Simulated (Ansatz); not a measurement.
# GaP (F-43m) in Ansatz: convergence with k mesh

Aim: find how far k mesh must go before the results for GaP settle, at LDA. This setting moves, with any that are tied to it; all else stays.

All numbers are computed with Ansatz 0.2.0; they aren't measurements. Logs are shortened: lines on timing, memory, paths and dates and some standing lists are left out, and cuts for length are marked.

## 1. The structure

Symmetry: F-43m, No. 216, cubic system. Conventional cell: a = 5.451 Å, b = 5.451 Å, c = 5.451 Å, α = 90.00°, β = 90.00°, γ = 90.00°. Around Ga (site symmetry -43m) lie 4 P at 2.36 Å. Around P (site symmetry -43m) lie 4 Ga at 2.36 Å.

## 2. With k mesh 2 × 2 × 2

File input.yaml:

```yaml
crystal:
  lattice:
    - [0.0, 2.72525, 2.72525]
    - [2.72525, 0.0, 2.72525]
    - [2.72525, 2.72525, 0.0]
  atoms:
    - { symbol: Ga, position: [0.0, 0.0, 0.0] }
    - { symbol: P, position: [0.75, 0.75, 0.75] }
kpoints:
  mp_grid: { grid: [2, 2, 2] }
scf:
  occupations: { method: fermi_dirac, width: 0.05 }
hamiltonian:
  xc: lda
  pseudopotentials: { kind: all_electron, lapw: { basis_error: 0.001 } }
output:
  forces: true
  stress: true
  eigenvalues: true
```

Potentials or basis: all-electron LAPW, scalar-relativistic.

Command:

```
$ ansatz run input.yaml --threads 1 --pin off --max-ram 3072MiB --backend cpu --events-out ev --progress --plain --runs-dir out
```

Log:

```text
Warning: RAYON_NUM_THREADS=1 ignored (pool sized by the plan → 1); use --threads N
LAPW: plane waves up to 8.552 Å⁻¹, error target 1.0e-3 eV per atom; small_component_spin mean_spin; P in spheres of 1.061 Å, 13 of its electrons in bands, Dirac shells []; Ga in spheres of 1.300 Å, 21 of its electrons in bands, Dirac shells [] (how accurate: hamiltonian.pseudopotentials.lapw.basis_error, Limitations)
Engine: ansatz 0.2.0, aarch64-unknown-linux-gnu
Pseudopotentials: kind: all_electron
Pseudopotential: Ga, LAPW, valence charge 21, lapw/all_electron/scalar/gaussian/Ga, Koelling and Harmon's equation, gaussian nucleus
Pseudopotential: P, LAPW, valence charge 13, lapw/all_electron/scalar/gaussian/P, Koelling and Harmon's equation, gaussian nucleus
Functional definition: SPW92
  exchange = slater_x
  correlation = pw_c
Crystal: 2 atoms, lattice volume = 40.481 Å³
Basis set: ecut = 278.6707610071934 eV, 411 PW (Γ), exchange–correlation at level 2
Bands: 21, of which v1, the nominal top of the filled ones, is band 17 counted from 1 (16 counted from 0)
Symmetry: 24 space group operations
Space group: F-43m (ITA 216), of the structure as read, at distance tolerance 3.4e-5 Å
k-points: 3 of 8
Non-local potential: Ga, projectors of the file, none
Non-local potential: P, projectors of the file, none
Initial density: superposition of atomic densities (chi_scale 0.1, normalization cell, long waves kept (reshape's long-wave potential 0.00 eV rms))
Initial wavefunctions: plane waves of lowest kinetic energy (no species holds an atomic orbital)
Functional: x = slater, c = lda
iter 1 solved again at ethr=4.95e-3 eV; its pass at ethr=1.00e-1 eV (dr2=1.68e0 eV) is discarded
SCF iter   1: F=—  HF=-62102.386118 eV  |F-HF|=—  |Δ(HF+E_count)|=         —  Δρ=5.25e-2  dr2=1.69e0  ethr=4.95e-3  ⟨swp⟩=2.0  Hψ=427  notcnv=0
preconditioner: auto → none  [insulator: Δε(μ)=1.910 eV  Ē_g=14.918 eV  σ=0.050 eV  W_gap=1.00  n_scr=14 (ndim 8)  ℏωp=24.8 eV  f_vac=0.017  D(μ)=0.00/eV (n_scr^D=0)  ε∞_Penn≈3.8]
iter 2 solved again at ethr=4.82e-4 eV; its pass at ethr=4.95e-3 eV (dr2=1.64e-1 eV) is discarded
SCF iter   2: F=—  HF=-62101.810677 eV  |F-HF|=—  |Δ(HF+E_count)|=   5.75e-1  Δρ=2.06e-2  dr2=1.64e-1  ethr=4.82e-4  ⟨swp⟩=2.0  Hψ=326  notcnv=0
SCF iter   3: F=—  HF=-62101.749819 eV  |F-HF|=—  |Δ(HF+E_count)|=   6.09e-2  Δρ=8.69e-3  dr2=2.81e-2  ethr=4.82e-4  ⟨swp⟩=2.0  Hψ=185  notcnv=0
SCF iter   4: F=—  HF=-62101.739790 eV  |F-HF|=—  |Δ(HF+E_count)|=         —  Δρ=3.57e-3  dr2=6.10e-3  ethr=8.25e-5  ⟨swp⟩=2.0  Hψ=173  notcnv=0
the basis was enlarged: its passes take 139.1 KiB over the memory plan, 1 of 1 planned eigensolver slots
SCF iter   5: F=—  HF=-62101.736636 eV  |F-HF|=—  |Δ(HF+E_count)|=   3.15e-3  Δρ=7.55e-4  dr2=2.20e-4  ethr=1.79e-5  ⟨swp⟩=2.3  Hψ=178  notcnv=0
SCF iter   6: F=—  HF=-62101.736587 eV  |F-HF|=—  |Δ(HF+E_count)|=   4.95e-5  Δρ=9.31e-5  dr2=3.01e-6  ethr=6.48e-7  ⟨swp⟩=2.3  Hψ=173  notcnv=0
SCF iter   7: F=-62101.736587 eV  HF=-62101.736587 eV  |F-HF|=3.11e-9  |Δ(HF+E_count)|=   6.07e-7  Δρ=6.38e-6  dr2=1.77e-8  ethr=8.85e-9  ⟨swp⟩=2.7  Hψ=174  notcnv=0
SCF 1 converged in 7 iterations: F = -62101.736587 eV  dr2 = 1.77e-8
SCF converged after 7 iterations
Free energy (F): -62101.736587 eV
Harris-Foulkes:  -62101.736587 eV  (|F-HF|=3.11e-9)
Internal energy: -62101.736581 eV  (E = F + TS)
E sigma→0 (E₀):  -62101.736584 eV
Entropy (-TS):   -0.000007 eV (-0.003 meV/atom)
Fermi energy:    9.264373 eV
--- Per-component energies (eV) ---
  E_band       = -1784.329027
  E_kinetic    = 63147.333792
  E_xc         = -2584.445092
  E_electrostatic = -122664.625280  (all electrons and nuclei)
  E_smearing   = -0.000007  (= −TS)
  E_closure    = 0.000000  (closes the sum)
  E_atoms      = -62093.643931  (free atoms, spherical and without spin; not in F)
  Σ components = -62101.736587   (vs F -62101.736587, Δ=0.00e0)
  Basis errors (estimates in eV, not in F): energy 3.9e-4 per atom: plane waves 3.6e-4 (2.1e-4 summed), levels above the bands 1.6e-66, relativity 3.5e-9, radial functions 3.0e-5, core shells 3.0e-10; eigenvalues (radial functions only) 8.5e-7; not estimated: angular momenta, meshes, grids; target (lapw.basis_error) 1.0e-3; muffin-tin radii P 1.061 Å, Ga 1.300 Å
--- Forces (eV/Å), atoms counted from 1 ---
  atom   1  Ga     0.00000000    -0.00000000     0.00000000
  atom   2  P     -0.00000000     0.00000000     0.00000000
  max |Σ_I F_I| component: 1.39e-17 eV/Å
--- Stress (GPa, compression-positive) ---
        3.927200       0.000000      -0.000000
        0.000000       3.927200       0.000000
       -0.000000       0.000000       3.927200
  P = ⅓ Tr σ = 3.9272 GPa (39.272 kbar)
--- Band table (eV) ---
  k-point 0: bands = ["-157.6370", "-134.2616", "-108.9642", "-108.9642", "-108.9642", "-85.4836", "-85.4836", "-85.4836", "-6.3978", "-6.3978", "-6.3978", "-6.3117", "-6.3117", "-3.9439", "8.6690", "8.6690", "8.6690", "10.1610", "12.1916", "12.1916", "12.1916"]
  k-point 1: bands = ["-157.6370", "-134.2616", "-108.9642", "-108.9642", "-108.9642", "-85.4836", "-85.4836", "-85.4836", "-6.4613", "-6.3753", "-6.3753", "-6.3034", "-6.3034", "-1.8041", "1.7524", "7.4847", "7.4847", "9.9706", "13.0373", "13.0373", "16.4377"]
  k-point 2: bands = ["-157.6370", "-134.2616", "-108.9642", "-108.9642", "-108.9642", "-85.4836", "-85.4836", "-85.4836", "-6.4957", "-6.3464", "-6.3353", "-6.3353", "-6.2906", "-0.8246", "1.5929", "5.8475", "5.8475", "9.8681", "10.1051", "18.9462", "18.9462"]
```

Wall time 1.6 s (1 thread of Arm Neoverse V1, shared host); peak memory 0.21 GiB.

Results:

* Free energy: -62101.7366 eV
* Pressure: 3.9 GPa
* Band gap on the k mesh: 1.20 eV, indirect (least direct gap 1.49 eV)

## 3. With k mesh 3 × 3 × 3

Changes to input.yaml since step 2:

```diff
@@ -9,3 +9,3 @@
 kpoints:
-  mp_grid: { grid: [2, 2, 2] }
+  mp_grid: { grid: [3, 3, 3] }
 scf:
```

Potentials or basis: all-electron LAPW, scalar-relativistic.

Command:

```
$ ansatz run input.yaml --threads 1 --pin off --max-ram 3072MiB --backend cpu --events-out ev --progress --plain --runs-dir out
```

Run time: 2.2 s. Hardware: 1 thread of Arm Neoverse V1, shared host; peak memory 0.21 GiB.

Results:

```yaml
Free_energy: -62103.5340 eV
Pressure: -1.3 GPa
Band_gap_on_the_k_mesh: 1.52 eV, indirect (least direct gap 1.57 eV)
```

## 4. With k mesh 4 × 4 × 4

Changes to input.yaml since step 3:

```diff
@@ -9,3 +9,3 @@
 kpoints:
-  mp_grid: { grid: [3, 3, 3] }
+  mp_grid: { grid: [4, 4, 4] }
 scf:
```

Command:

```
$ ansatz run input.yaml --threads 1 --pin off --max-ram 3072MiB --backend cpu --events-out ev --progress --plain --runs-dir out
```

It took 3.5 s on 1 thread of Arm Neoverse V1, shared host; peak memory 0.22 GiB.

What came out:

| Quantity | Value |
| --- | --- |
| Free energy | -62103.9150 eV |
| Pressure | -2.3 GPa |
| Band gap on the k mesh | 1.46 eV, indirect (least direct gap 1.59 eV) |

## 5. With k mesh 5 × 5 × 5

Changes to input.yaml since step 4:

```diff
@@ -9,3 +9,3 @@
 kpoints:
-  mp_grid: { grid: [4, 4, 4] }
+  mp_grid: { grid: [5, 5, 5] }
 scf:
```

Command:

```
$ ansatz run input.yaml --threads 1 --pin off --max-ram 3072MiB --backend cpu --events-out ev --progress --plain --runs-dir out
```

Run time: 4.1 s. Hardware: 1 thread of Arm Neoverse V1, shared host; peak memory 0.22 GiB.

What came out:

* Free energy: -62104.0188 eV
* Pressure: -2.6 GPa
* Band gap on the k mesh: 1.44 eV, indirect (least direct gap 1.60 eV)

## 6. With k mesh 6 × 6 × 6

Changes to input.yaml since step 5:

```diff
@@ -9,3 +9,3 @@
 kpoints:
-  mp_grid: { grid: [5, 5, 5] }
+  mp_grid: { grid: [6, 6, 6] }
 scf:
```

Potentials or basis: all-electron LAPW, scalar-relativistic.

Command:

```
$ ansatz run input.yaml --threads 1 --pin off --max-ram 3072MiB --backend cpu --events-out ev --progress --plain --runs-dir out
```

Run time: 5.9 s. Hardware: 1 thread of Arm Neoverse V1, shared host; peak memory 0.23 GiB.

What came out:

```
Free energy            : -62104.0513 eV
Pressure               : -2.7 GPa
Band gap on the k mesh : 1.49 eV, indirect (least direct gap 1.60 eV)
```

## 7. With k mesh 8 × 8 × 8

Changes to input.yaml since step 6:

```diff
@@ -9,3 +9,3 @@
 kpoints:
-  mp_grid: { grid: [6, 6, 6] }
+  mp_grid: { grid: [8, 8, 8] }
 scf:
```

Command:

```
$ ansatz run input.yaml --threads 1 --pin off --max-ram 3072MiB --backend cpu --events-out ev --progress --plain --runs-dir out
```

It took 10 s on 1 thread of Arm Neoverse V1, shared host; peak memory 0.25 GiB.

Results:

| Property | Result |
| --- | --- |
| Free energy | -62104.0668 eV |
| Pressure | -2.7 GPa |
| Band gap on the k mesh | 1.49 eV, indirect (least direct gap 1.61 eV) |

## 8. With k mesh 10 × 10 × 10

Changes to input.yaml since step 7:

```diff
@@ -9,3 +9,3 @@
 kpoints:
-  mp_grid: { grid: [8, 8, 8] }
+  mp_grid: { grid: [10, 10, 10] }
 scf:
```

Command:

```
$ ansatz run input.yaml --threads 1 --pin off --max-ram 3072MiB --backend cpu --events-out ev --progress --plain --runs-dir out
```

Run time: 15 s. Hardware: 1 thread of Arm Neoverse V1, shared host; peak memory 0.28 GiB.

Results (log left out):

```yaml
Free_energy: -62104.0692 eV
Pressure: -2.7 GPa
Band_gap_on_the_k_mesh: 1.45 eV, indirect (least direct gap 1.61 eV)
```

## 9. With k mesh 12 × 12 × 12

Changes to input.yaml since step 8:

```diff
@@ -9,3 +9,3 @@
 kpoints:
-  mp_grid: { grid: [10, 10, 10] }
+  mp_grid: { grid: [12, 12, 12] }
 scf:
```

Potentials or basis: all-electron LAPW, scalar-relativistic.

Command:

```
$ ansatz run input.yaml --threads 1 --pin off --max-ram 3072MiB --backend cpu --events-out ev --progress --plain --runs-dir out
```

Wall time 23 s (1 thread of Arm Neoverse V1, shared host); peak memory 0.32 GiB.

The run converged. Its results:

```
Free energy            : -62104.0696 eV
Pressure               : -2.7 GPa
Band gap on the k mesh : 1.44 eV, indirect (least direct gap 1.61 eV)
```

## 10. The series at a glance

```tsv
k mesh	energy less the tightest run, at zero smearing (meV/atom)	pressure (GPa)	gap on the mesh (eV)	SCF cycles	CPU time (s)	peak memory (GiB)
2 × 2 × 2	1166.51	3.93	1.199	7	1.5	0.21
3 × 3 × 3	267.80	-1.25	1.517	7	2.2	0.21
4 × 4 × 4	77.30	-2.34	1.459	7	3.5	0.22
5 × 5 × 5	25.38	-2.63	1.438	7	4.1	0.22
6 × 6 × 6	9.13	-2.71	1.492	7	5.9	0.23
8 × 8 × 8	1.41	-2.73	1.491	7	10	0.25
10 × 10 × 10	0.22	-2.72	1.454	7	15	0.28
12 × 12 × 12	0.00	-2.72	1.442	7	23	0.32
```

Against the tightest run, the energy stays within 1 meV/atom from 10 × 10 × 10 on; the pressure stays within 0.1 GPa from 5 × 5 × 5 on. Not settled before the last step: the gap on the mesh (to 0.01 eV). Meshes of other sizes hit other points, so gaps and Fermi surfaces needn't settle smoothly. The tightest run that finished is the yardstick and may itself not be fully converged.
